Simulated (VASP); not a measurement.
Input of a VASP 6.6.1 run:

Contents of INCAR:

```
  ALGO = Fast
  EDIFF = 1E-7
  ENCUT = 520
  GGA = PS
  ISIF = 2
  ISMEAR = 0
  LASPH = T
  LCHARG = F
  LREAL = F
  LWAVE = F
  NBANDS = 16
  NELM = 100
  PREC = Accurate
  SIGMA = 0.1
```

File KPOINTS:

```
k-points
0
Gamma
  6 6 4
```

The input POSCAR:

```
AlN
1.0
    3.3121157400      0.0000000000      0.0000000000
   -1.6560578700      2.8683763700      0.0000000000
    0.0000000000      0.0000000000      4.1875630000
Al N
2 2
Direct
    0.3333333300      0.6666666700      0.7500000000
    0.6666666700      0.3333333300      0.2500000000
    0.3333333300      0.6666666700      0.2500000000
    0.6666666700      0.3333333300      0.7500000000
```

Potentials or basis: VASP PAW PBE potentials, release 64 (Al, N).

Launch:

```bash
$ cat potpaw_PBE.64/Al/POTCAR potpaw_PBE.64/N/POTCAR > POTCAR
$ mpirun -np 1 vasp_std > vasp.out
```

Q: Predict the pressure.

A: -3.5 GPa.

Q: What does it give for the band gap on the k mesh?

A: 3.19 eV, direct.

Stress tensor (GPa, compression positive):
```
-3.22  0.00  0.00
 0.00 -3.22  0.00
 0.00  0.00 -4.11
```

Caveat: the PAW data sets were made with another functional, which shifts forces and pressure a little. As with any semilocal functional, this PBEsol gap is likely too small.
